## Sizes to keep in mind

For a transition metal with a bulk modulus of 100 to 300 GPa, a change of 1% in the cell edge changes the pressure by roughly 3 to 9 GPa. The reason is geometrical: 1% in the edge is about 3% in the volume. A pressure of several gigapascals in a calculated crystal can therefore mean a quite modest error in its size.

This scale helps with a puzzle. Five metals, all placed in the face-centred cubic (fcc) structure, have lost their names. Which row belongs to which metal, and how sure can each choice be?

Ansatz 0.2.0, frozen-core PAW, scalar-relativistic; (1) LDA, (2) PBE; default datasets, 420 eV, smearing 0.03 to 0.08 eV, k points times cell length 41 to 49 angstrom; parallel spin start on magnetic elements; same cells and meshes. Rows: elements in space group Fm-3m, transition metals. Compression is positive. Candidates: Ta, Rh, Ni, Ti, Cu.

| row | pressure, LDA (1) (GPa) | pressure, PBE (2) (GPa) | pressure, (2) less (1) (GPa) | cell moment, LDA (1) (muB) | cell moment, PBE (2) (muB) |
| --- | --- | --- | --- | --- | --- |
| A | -12.59 | 1.72 | 14.31 | 0.00 | 0.00 |
| B | -8.48 | 0.25 | 8.72 | 0.00 | 0.00 |
| C | -17.07 | 0.02 | 17.09 | 0.61 | 0.62 |
| D | -10.66 | 0.56 | 11.21 | 0.00 | 0.00 |
| E | -11.82 | 5.13 | 16.96 | 0.00 | 0.00 |

Each metal was calculated twice in the same cell, with LDA and with PBE. A positive pressure means that the cell would expand if it were free to do so, and a negative one that it would shrink. The column "pressure, (2) less (1)" is the PBE pressure less the LDA pressure. The cell moment measures the excess of electrons of one spin over the other.

The table leaves out the volumes of the cells, which serve as a further clue. Per atom they are 11.81 Å³ for row A, 17.35 Å³ for B, 10.90 Å³ for C, 18.79 Å³ for D and 13.78 Å³ for E.

## The magnetic row

Row C has a moment of about 0.6 μB with either functional. Nickel is the only ferromagnet among the candidates, so C is nickel. The other zeros come from runs without spin polarisation and are no evidence against magnetism; it is the non-zero value that decides.

The small moment also fits the electronic structure of nickel. In both calculations the d bands of the majority spin lie wholly below the Fermi level, while those of the minority spin are not quite full. The moment is therefore set chiefly by the few empty d states. Changing the functional hardly alters their number, which explains why the two moments agree so well.

## Two rows placed by their volume

Across a series of transition metals the atoms first draw closer together. The nuclear charge rises, and the added electrons enter bonding d states. Past the middle of the series antibonding states fill as well and d bonding fades, so that towards the end the volume grows again. Going down a column from the 3d to the 4d metals adds a larger shell.

Copper follows nickel and has a filled d band, so its atoms should take up slightly more room. Row A, at 11.81 Å³ per atom, fits this place. Rhodium is also a late metal, but its 4d shell is larger, and row E fits it at 13.78 Å³. The rough recalled volumes of the ordinary metals are 12 and 14 Å³.

The next cell is 26% larger than that of row E, a far wider step than any likely error in these volumes. Rows A and E are therefore sure. Rows B and D are left for titanium and tantalum.

## Why volume leaves the last pair open

Titanium and tantalum are both early transition metals with roomy cells. In their ordinary crystals both take up roughly 18 Å³ per atom, a rough recalled value. The larger shell of tantalum is offset by its stronger d bonding.

The structure adds a further doubt. Titanium is normally hexagonal close-packed and tantalum body-centred cubic, so neither is in its stable form here. A change of structure can shift the volume by a few per cent, and rows B and D differ by only 8%. A second clue is needed, and the two functionals supply it.

## What the pressure difference measures

LDA binds metals too strongly and so favours a small cell. PBE adds a correction that depends on how steeply the electron density varies. When atoms move apart, the density between them becomes thin and uneven, and the correction then lowers the energy more. PBE therefore favours a larger cell than LDA.

Let V be the volume of the fixed cell, K the bulk modulus, and V_LDA and V_PBE the volumes at which each functional gives zero pressure. For small changes of volume,

P_LDA ≈ K (V_LDA − V)/V

P_PBE ≈ K (V_PBE − V)/V

P_PBE − P_LDA ≈ K (V_PBE − V_LDA)/V

The chosen cell drops out of the numerator. What remains is stiffness times the disagreement about volume. If two metals have a similar disagreement, the stiffer one shows the larger pressure difference.

## Titanium or tantalum?

Tantalum should be the stiffer of the two. Its extended 5d orbitals overlap strongly, and it has one more valence electron than titanium to put into bonding states. Rough recalled bulk moduli are 190 GPa for tantalum and 110 GPa for titanium. They belong to the ordinary crystals, and the fcc forms may differ somewhat. Row D has the larger pressure difference, 11.21 GPa against 8.72 GPa in row B, which points to D as tantalum.

The estimate can be worked out for row D. Dividing 11.21 GPa by 190 GPa gives a volume disagreement of 5.9%, or about 2% in the edge. Row B, taken as titanium, gives 8.72/110, or 7.9% in volume. These are plausible and fairly similar disagreements.

With the names exchanged, titanium would need 10.2% and tantalum only 4.6%. The two functionals would then disagree more than twice as much about titanium as about tantalum. That is less natural, but it is not absurd, because the same estimate gives about 10% for copper. The clue favours one order without excluding the other.

Two limits bear on this step. The straight-line formula is crude for changes of this size: the recalled bulk moduli hold near the usual volume, and a metal stiffens when it is compressed from there towards the smaller LDA volume, so the formula tends to overstate the disagreement. The LDA runs also used atomic datasets made for PBE, and part of the pressure difference may come from that mismatch.

## The names

C is nickel, A is copper and E is rhodium; these three are sure. D as tantalum and B as titanium is the likely order, resting on stiffness and not on a decisive signature.

The rows with their labels:

| crystal | space group | largest Z | volume (Å³/atom) | pressure, LDA (1) (GPa) | pressure, PBE (2) (GPa) | pressure, (2) less (1) (GPa) | cell moment, LDA (1) (muB) | cell moment, PBE (2) (muB) |
| --- | --- | --- | --- | --- | --- | --- | --- | --- |
| Ti | 225 | 22 | 17.35 | -8.48 | 0.25 | 8.72 | 0.00 | 0.00 |
| Ni | 225 | 28 | 10.90 | -17.07 | 0.02 | 17.09 | 0.61 | 0.62 |
| Cu | 225 | 29 | 11.81 | -12.59 | 1.72 | 14.31 | 0.00 | 0.00 |
| Rh | 225 | 45 | 13.78 | -11.82 | 5.13 | 16.96 | 0.00 | 0.00 |
| Ta | 225 | 73 | 18.79 | -10.66 | 0.56 | 11.21 | 0.00 | 0.00 |

The labels agree with all five choices. Spin–orbit coupling was left out of all the runs, which matters most for tantalum and less for rhodium. It is missing with both functionals, so much of its effect on the pressure difference should cancel.

## Equal pressures from different causes

Nickel and rhodium show almost the same pressure difference, about 17 GPa. The estimate suggests that they reach it in different ways. Rhodium is very stiff, and a volume disagreement of about 6% is enough. Nickel is softer and needs about 9%.

The same division runs through the whole set. The three 3d metals have estimated disagreements of 8 to 10%, while rhodium and tantalum lie near 6%. These runs do not show the reason, and the percentages themselves depend on the recalled bulk moduli.

Within this set the pressure difference is thus about 6 to 10% of the bulk modulus, which can serve as a first guess for a closely similar metal. The low values for the heavier metals rest on two rows only and need not hold for others, such as silver. The printed output below lists the implied disagreement about volume for every row.

## Reading a pressure in practice

In every row LDA gives a negative pressure, between about −8 and −17 GPa, in a cell that PBE finds nearly right or slightly too small. Anyone who takes the cell of such a metal from PBE and computes stresses with LDA should expect an offset of this order. It is a disagreement about the size of the crystal and not a load on the material.

A PBE pressure near zero, as for nickel, is no proof of accuracy either, since a cell relaxed with PBE would show the same. Copper and rhodium are more telling, because their cell edges match measured lattice constants. There PBE pushes outward, in line with its known tendency to make such metals slightly too large.

The 5.13 GPa of rhodium looks serious until it is divided by the stiffness. With a bulk modulus of roughly 270 GPa it corresponds to only about 0.6% in the edge. In a stiff metal, a large pressure can stand for a small error in length.

Numerical output:

```
Clues and rough recalled values:
  row  'volume in table (A^3/atom)'  'recalled volume of usual crystal (A^3/atom)'  'recalled bulk modulus (GPa)'  'PBE less LDA pressure (GPa)'  'implied volume gap (%)'  'implied edge gap (%)'
   Ti                         17.35                                             18                            110                           8.72                     7.927                   2.642
   Ni                          10.9                                             11                            180                          17.09                     9.494                   3.165
   Cu                         11.81                                             12                            140                          14.31                     10.22                   3.407
   Rh                         13.78                                             14                            270                          16.96                     6.281                   2.094
   Ta                         18.79                                             18                            190                          11.21                       5.9                   1.967
Rows with a cell moment above 0.1 muB in LDA: 1
Ni moment, PBE less LDA (muB): 0.01
Volume of Cu above Ni (%): 8.349
Volume of Rh above Cu (%): 16.68
Volume of Ti above Rh (%): 25.91
Volume of Ta above Ti (%): 8.3
Smallest pressure difference between functionals (GPa): 8.72
Largest pressure difference between functionals (GPa): 17.09
Pressure difference, Ni less Rh (GPa): 0.13
Pressure difference, Ta less Ti (GPa): 2.49
Pressure difference, ratio Ta to Ti: 1.286
Recalled bulk modulus, ratio Ta to Ti: 1.727
Implied volume gap, ratio Ta to Ti, as assigned: 0.7443
Implied volume gap of Ti if the two rows were swapped (%): 10.19
Implied volume gap of Ta if the two rows were swapped (%): 4.589
Implied volume gap, ratio Ta to Ti, if swapped: 0.4503
Rough edge by which PBE would expand the Rh cell (%): 0.6333
Rough edge by which PBE would expand the Cu cell (%): 0.4095
```
